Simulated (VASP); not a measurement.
Crystal: BN.

```
N B
1.0
     2.55394    0.00000    0.00000
    -1.27697    2.21178    0.00000
     0.00000    0.00000    4.22685
N B
2 2
Direct
  0.33333 0.66667 0.12528
  0.66667 0.33333 0.62528
  0.33333 0.66667 0.49972
  0.66667 0.33333 0.99972
```

Measurements of this composition are mostly on another form, of space group No. 194.

Base run:

```yaml
Program: VASP 6.6.1
Functional: TB-mBJ
Potentials_or_basis: VASP PAW PBE potentials, release 64 (N, B)
Cutoff: 520 eV
k_mesh: 12 × 12 × 6
Occupations: gaussian, width 0.02 eV
Spin: no spin polarisation
```

Its results: band gap on the k mesh 6.70 eV, indirect (least direct gap 9.60 eV).

The run is repeated on the same cell with these changes: functional from TB-mBJ to r2SCAN. What comes out?

Band gap on the k mesh 5.72 eV, indirect (least direct gap 8.92 eV).

Not every run made on this cell is shown here.
